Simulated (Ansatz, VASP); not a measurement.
## CuI (Marshite) in two plane-wave programs

Aim: how closely do two programs agree when they are given the same cell, functional and k mesh?

Program: Ansatz 0.2.0. Level of theory: plane waves, with VASP 6.6.1 beside it; G0W0 gap at PBE. Results are calculated unless marked as measured.

The database entry behind the starting cell differs from later determinations by our own check (about 0.15 % long (mineral sample)), so it need not match the best structure at ambient conditions.

In doubt: one-shot GW on d or f shells is unsure, so the values of those runs are not to be relied on.

## (1) Set-up

Symmetry: F-43m, No. 216, cubic system. Conventional cell: a = 6.063 Å, b = 6.063 Å, c = 6.063 Å, α = 90.00°, β = 90.00°, γ = 90.00°. Nearest to Cu lie 4 I at 2.63 Å. I has 4 Cu at 2.63 Å nearest. Farther neighbours and most contacts between anions are not listed.

## (2) VASP: G0W0 gap, PBE

Quasiparticle shifts depend on high empty states and on the cores, so they are the hardest test of two PAW sets.

Lines of VASP's logs that name or quote its potential files are left out, and so is its time.

The run reads the wave functions of an earlier VASP run, which isn't shown here.

INCAR reads:

```
SYSTEM = CuI
PREC = Accurate
ENCUT = 440
ISMEAR = 0
SIGMA = 0.01
LREAL = .FALSE.
GGA = PE
NBANDS = 168
LASPH = .TRUE.
ALGO = EVGW0
NELMGW = 1
ENCUTGW = 120
NOMEGA = 48
PRECFOCK = Fast
NBANDSGW = 24
LWAVE = .FALSE.
LCHARG = .FALSE.
```

POSCAR reads:

```
CuI
1.0
    0.0000000000      3.0315000000      3.0315000000
    3.0315000000      0.0000000000      3.0315000000
    3.0315000000      3.0315000000      0.0000000000
Cu I
1 1
Direct
    0.2500000000      0.2500000000      0.2500000000
    0.0000000000      0.0000000000      0.0000000000
```

KPOINTS reads:

```
Automatic mesh
0
Gamma
4 4 4
0 0 0
```

PAW data sets: Cu_GW and I_GW (PBE family, release 64).

Command:

```bash
mpirun -np 8 vasp_std
```

Numbers of over 12 decimals in the logs are rounded to 6 here.

Log:

```text
[banner, memory and clock lines left out]
running    8 mpi-ranks, on    1 nodes
 distrk:  each k-point on    8 cores,    1 groups
 distr:  one band on    1 cores,    8 groups

 POSCAR found type information on POSCAR CuI
 POSCAR found :  2 types and       2 ions
|                                                                             |
|           W    W    AA    RRRRR   N    N  II  N    N   GGGG   !!!           |
|           W    W   A  A   R    R  NN   N  II  NN   N  G    G  !!!           |
|           W    W  A    A  R    R  N N  N  II  N N  N  G       !!!           |
|           W WW W  AAAAAA  RRRRR   N  N N  II  N  N N  G  GGG   !            |
|           WW  WW  A    A  R   R   N   NN  II  N   NN  G    G                |
|           W    W  A    A  R    R  N    N  II  N    N   GGGG   !!!           |
|                                                                             |
|     For optimal performance we recommend to set                             |
|       NCORE = 2 up to number-of-cores-per-socket                            |
|     NCORE specifies how many cores store one orbital (NPAR=cpu/NCORE).      |
|     This setting can greatly improve the performance of VASP for DFT.       |
|     The default, NCORE=1 might be grossly inefficient on modern             |
|     multi-core architectures or massively parallel machines. Do your        |
|     Unfortunately you need to use the default for GW and RPA                |
|     calculations (for HF NCORE is supported but not extensively tested      |
|     yet).                                                                   |
|                                                                             |

|                                                                             |
|           W    W    AA    RRRRR   N    N  II  N    N   GGGG   !!!           |
|           W    W   A  A   R    R  NN   N  II  NN   N  G    G  !!!           |
|           W    W  A    A  R    R  N N  N  II  N N  N  G       !!!           |
|           W WW W  AAAAAA  RRRRR   N  N N  II  N  N N  G  GGG   !            |
|           WW  WW  A    A  R   R   N   NN  II  N   NN  G    G                |
|           W    W  A    A  R    R  N    N  II  N    N   GGGG   !!!           |
|                                                                             |
|     The default for ENCUTGWSOFT is different in this version of VASP.       |
|     please manually set ENCUTGWSOFT =120 in the INCAR file.                 |
|                                                                             |

 LDA part: xc-table for (Slater+PW92), standard interpolation
 found WAVECAR, reading the header
 POSCAR, INCAR and KPOINTS ok, starting setup
 FFT: planning ... GRIDC
 FFT: planning ... GRID_SOFT
 FFT: planning ... GRID
 reading WAVECAR
 the WAVECAR file was read successfully
 initial charge from wavefunction
 available memory per node:     48.43 GB, setting MAXMEM to     49594

 The Fermi energy was updated, please check that it is located mid-gap
 values below the HOMO (VB) or above the LUMO (CB) will cause erroneous energies
 E-fermi :   4.5312

 calculate exact exchange contribution
 the WAVEDER file was read successfully
energies w=
    0.000    0.000    0.499    0.000    0.995    0.000    1.488    0.000
    1.975    0.000    2.454    0.000    2.926    0.000    3.390    0.000
    3.844    0.000    4.290    0.000    4.728    0.000    5.159    0.000
    5.584    0.000    6.004    0.000    6.421    0.000    6.835    0.000
    7.248    0.000    7.663    0.000    8.081    0.000    8.504    0.000
    8.934    0.000    9.373    0.000    9.825    0.000   10.292    0.000
   10.778    0.000   11.285    0.000   11.820    0.000   12.388    0.000
   12.994    0.000   13.646    0.000   14.353    0.000   15.127    0.000
   15.980    0.000   16.933    0.000   18.006    0.000   19.230    0.000
   20.645    0.000   22.304    0.000   24.282    0.000   26.688    0.000
   29.680    0.000   33.509    0.000   38.580    0.000   45.612    0.000
   55.997    0.000   72.835    0.000  104.718    0.000  187.579    0.000
 responsefunction array rank=     176
 LDA part: xc-table for (Slater+PW92), standard interpolation

 min. memory requirement per mpi rank    137.0 MB, per node   1095.8 MB

 allocating   6 responsefunctions rank=   176
 shmem allocating  48 responsefunctions rank=   176
 response function shared by NCSHMEM nodes    1
 Doing            6  frequencies on each core in blocks of           48
NQ=   1    0.0000    0.0000    0.0000,
|.........|.........|.........|.........|.........|.........|.........|.........
 performed        247000 updates of chi_q(r,r)
 total number of BLAS operations         56.59 Gflops
NQ=   2    0.2500    0.0000    0.0000,
|.........|.........|.........|.........|.........|.........|.........|.........
 performed        720000 updates of chi_q(r,r)
 total number of BLAS operations        156.00 Gflops
NQ=   3    0.5000    0.0000    0.0000,
|.........|.........|.........|.........|.........|.........|.........|.........
 performed       1128000 updates of chi_q(r,r)
 total number of BLAS operations        248.34 Gflops
NQ=   4    0.2500    0.2500    0.0000,
|.........|.........|.........|.........|.........|.........|.........|.........
 performed       1601000 updates of chi_q(r,r)
 total number of BLAS operations        351.46 Gflops
NQ=   5    0.5000    0.2500    0.0000,
|.........|.........|.........|.........|.........|.........|.........|.........
 performed       2251000 updates of chi_q(r,r)
 total number of BLAS operations        503.72 Gflops
NQ=   6   -0.2500    0.2500    0.0000,
|.........|.........|.........|.........|.........|.........|.........|.........
 performed       2837000 updates of chi_q(r,r)
 total number of BLAS operations        629.89 Gflops
NQ=   7    0.5000    0.5000    0.0000,
|.........|.........|.........|.........|.........|.........|.........|.........
 performed       3197000 updates of chi_q(r,r)
 total number of BLAS operations        717.22 Gflops
NQ=   8   -0.2500    0.5000    0.2500,
|.........|.........|.........|.........|.........|.........|.........|.........
 performed       3654000 updates of chi_q(r,r)
 total number of BLAS operations        830.55 Gflops
 resolving degeneracies of screened two electron integrals

 calculate QP shifts <psi_nk| G(iteration)W_0 |psi_nk>: iteration 1
 entering main loop
```

Parts of OUTCAR (step 2):

```text
ion  position               nearest neighbor table
   1  0.250  0.250  0.250-   2 2.63   2 2.63   2 2.63   2 2.63
   2  0.000  0.000  0.000-   1 2.63   1 2.63   1 2.63   1 2.63

  LATTYP: Found a face centered cubic cell.
 ALAT       =     6.0630000000

 Subroutine GETGRP returns: Found 24 space group operations
 (whereof 24 operations were pure point group operations)

The static configuration has the point symmetry T_d .

 Found      8 irreducible k-points:

   k-points           NKPTS =      8   k-points in BZ     NKDIM =     64   number of bands    NBANDS=    168

   dimension x,y,z NGX =    30 NGY =   30 NGZ =   30
   dimension x,y,z NGXF=    60 NGYF=   60 NGZF=   60

   ENCUT  =  440.0 eV  32.34 Ry    5.69 a.u.   7.33  7.33  7.33*2*pi/ulx,y,z

   NELECT =      18.0000    total number of electrons

  energy-cutoff  :      440.00
  volume of cell :       55.72
      direct lattice vectors                 reciprocal lattice vectors
     0.000000000  3.031500000  3.031500000    -0.164934851  0.164934851  0.164934851
     3.031500000  0.000000000  3.031500000     0.164934851 -0.164934851  0.164934851
     3.031500000  3.031500000  0.000000000     0.164934851  0.164934851 -0.164934851

 k-points in reciprocal lattice and weights: Automatic mesh
   0.00000000  0.00000000  0.00000000       0.016
   0.25000000  0.00000000  0.00000000       0.125
   0.50000000  0.00000000  0.00000000       0.062
   0.25000000  0.25000000  0.00000000       0.094
   0.50000000  0.25000000  0.00000000       0.375
  -0.25000000  0.25000000  0.00000000       0.188
   0.50000000  0.50000000  0.00000000       0.047
  -0.25000000  0.50000000  0.25000000       0.094

 E-fermi :   4.5312

 QP shifts <psi_nk| G(iteration)W_0 |psi_nk>: iteration 1
 for sc-GW calculations column KS-energies equals QP-energies in previous step
 and V_xc(KS)=  KS-energies - (<T + V_ion + V_H > + <T+V_H+V_ion>^1  + <V_x>^1)
 k-point   1 :       0.0000    0.0000    0.0000
  band No.  KS-energies  QP-energies   sigma(KS)   V_xc(KS)     V^pw_x(r,r')   Z            occupation Imag(sigma)
    ...
      6       2.1237       1.3765     -20.0530     -18.8701     -28.3490       0.6316       2.0000       0.2454
      7       3.9765       3.2623     -18.0101     -16.9940     -23.0786       0.7030       2.0000       0.1543
      8       3.9765       3.2623     -18.0101     -16.9940     -23.0786       0.7030       2.0000       0.1543
      9       3.9765       3.2623     -18.0101     -16.9940     -23.0786       0.7030       2.0000       0.1543
     10       5.0859       5.4276      -8.8783      -9.3167      -4.9214       0.7795       0.0000      -0.0813
     11       8.8559       9.0506      -9.0159      -9.2708      -4.7717       0.7637       0.0000      -0.1144
     12       8.8559       9.0506      -9.0159      -9.2708      -4.7717       0.7637       0.0000      -0.1144
     13       8.8559       9.0506      -9.0159      -9.2708      -4.7717       0.7637       0.0000      -0.1144
    ...

 k-point   2 :       0.2500    0.0000    0.0000
  band No.  KS-energies  QP-energies   sigma(KS)   V_xc(KS)     V^pw_x(r,r')   Z            occupation Imag(sigma)
    ...
      6       2.1146       1.3712     -20.0088     -18.8292     -28.3014       0.6302       2.0000       0.2470
      7       2.7012       1.9778     -19.3606     -18.2520     -26.6492       0.6525       2.0000       0.2172
      8       3.6056       2.8638     -17.9978     -16.9305     -23.3992       0.6951       2.0000       0.1640
      9       3.6056       2.8638     -17.9978     -16.9305     -23.3992       0.6951       2.0000       0.1640
     10       6.2247       6.5559      -9.1924      -9.6209      -5.1463       0.7729       0.0000      -0.0906
     11       9.4114       9.6261      -9.2050      -9.4883      -4.9000       0.7579       0.0000      -0.1261
     12       9.4114       9.6261      -9.2050      -9.4883      -4.9000       0.7579       0.0000      -0.1261
     13       9.4484       9.6274      -9.1594      -9.3952      -4.8712       0.7594       0.0000      -0.1310
    ...

 k-point   3 :       0.5000    0.0000    0.0000
  band No.  KS-energies  QP-energies   sigma(KS)   V_xc(KS)     V^pw_x(r,r')   Z            occupation Imag(sigma)
    ...
      6       2.1518       1.4138     -20.1332     -18.9629     -28.4840       0.6306       2.0000       0.2481
      7       2.1963       1.4646     -19.9100     -18.7498     -28.1855       0.6307       2.0000       0.2560
      8       3.2672       2.5015     -17.9601     -16.8452     -23.6622       0.6868       2.0000       0.1740
      9       3.2672       2.5015     -17.9601     -16.8452     -23.6622       0.6868       2.0000       0.1740
     10       6.1126       6.4208      -9.3748      -9.7733      -5.5325       0.7734       0.0000      -0.0881
     11       9.3970       9.5833      -9.2262      -9.4716      -5.1183       0.7595       0.0000      -0.1230
     12       9.3970       9.5833      -9.2262      -9.4716      -5.1183       0.7595       0.0000      -0.1230
     13      11.3674      11.3519      -8.0284      -8.0080      -3.4148       0.7561       0.0000      -0.2158
    ...

 k-point   4 :       0.2500    0.2500    0.0000
  band No.  KS-energies  QP-energies   sigma(KS)   V_xc(KS)     V^pw_x(r,r')   Z            occupation Imag(sigma)
    ...
      6       2.1673       1.4206     -20.1678     -18.9890     -28.5204       0.6335       2.0000       0.2450
      7       2.8808       2.1784     -19.2493     -18.1861     -26.1979       0.6606       2.0000       0.2043
      8       3.0970       2.3404     -18.2801     -17.1610     -24.4090       0.6761       2.0000       0.1853
      9       3.0970       2.3404     -18.2801     -17.1610     -24.4090       0.6761       2.0000       0.1853
     10       7.1775       7.5331     -10.1672     -10.6351      -6.2265       0.7602       0.0000      -0.0973
     11       7.3634       7.4416      -8.3236      -8.4242      -4.4696       0.7773       0.0000      -0.0975
     12      10.7673      11.0240      -9.5472      -9.8886      -4.9096       0.7519       0.0000      -0.1773
     13      10.7673      11.0240      -9.5472      -9.8886      -4.9096       0.7519       0.0000      -0.1773
    ...

[... 4 further parts left out ...]
```

(Part 1 of 2 ends here.)

[Lines on the potential files, build, host, timing and source positions are cut from VASP's logs without a mark.]

[Logs are printed without paths, hosts, clocks, repeated set-up lines and the standing remarks that a program may print on its own settings, such as how far it seeks lower states.]

[Hosts, paths, dates, database ids (printed as entryN), source tags and the programs' standing remarks are cut or masked in the printed files.]
